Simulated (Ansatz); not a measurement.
Pb:

```xyz
1
Lattice="0.0000 2.4750 2.4750 2.4750 0.0000 2.4750 2.4750 2.4750 0.0000" Properties=species:S:1:pos:R:3 pbc="T T T"
Pb    0.0000    0.0000    0.0000
```

```yaml
Program: Ansatz 0.2.0
Task: relaxation of cell and atoms
Functional: LDA
Potentials_or_basis: Ansatz PAW
Cutoff: "420 eV (not typed: the program's choice for these potentials)"
k_mesh: 9 × 9 × 9
Occupations: fermi-dirac, width 0.05 eV
Spin: no spin polarisation
```

At the start: volume 30.32 Å³/atom.

How do energy, volume and symmetry change on relaxing?

It ends after 4 steps and the volume is 29.01 Å³/atom (-4.3 %); space group Fm-3m (No. 225, to 0.05 Å).

Step by step:
```csv
step,energy change (eV),largest force (eV/Å),volume (Å³)
1,0.0000,0.0000,30.32
2,-0.0095,0.0000,28.85
3,-0.0096,0.0000,29.01
4,-0.0094,0.0000,29.01
```

Final structure:
```xyz
1
Lattice="0.0000 2.4388 2.4388 2.4388 0.0000 2.4388 2.4388 2.4388 0.0000" Properties=species:S:1:pos:R:3 pbc="T T T"
Pb    0.0000    0.0000    0.0000
```

The cell as given is a measured one (30.32 Å³/atom); LDA puts the equilibrium volume -4.3 % from it, thermal expansion not counted.

Caveat: the plane-wave basis is chosen anew once the cell has moved, so the energies of steps on either side of that aren't comparable; the PAW data sets come from PBE, with cores solved anew for the run's functional, which leaves a small shift of forces and pressure.
